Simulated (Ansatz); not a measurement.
System: Te (fcc type), 1 atom in the cell.

All numbers below come from PBE with spin–orbit coupling, all-electron LAPW, point nucleus in Ansatz 0.2.0 development build.

k-mesh 4×4×4 Γ-centred; Fermi–Dirac smearing of 0.15 eV.

```
CELL_PARAMETERS angstrom
0.00000 2.41870 2.41870
2.41870 0.00000 2.41870
2.41870 2.41870 0.00000
ATOMIC_POSITIONS crystal
Te 0.00000 0.00000 0.00000
```

Is the cell under compression or tension, and by how much?

The pressure is 0.59 GPa, so at these settings the cell is compressed and would expand.

The k-mesh is coarse, so these values belong to this mesh and can lie far from the converged ones. This cubic structure is a model: it isn't the usual form of the substance at ambient conditions, and such phases are metastable or hypothetical.
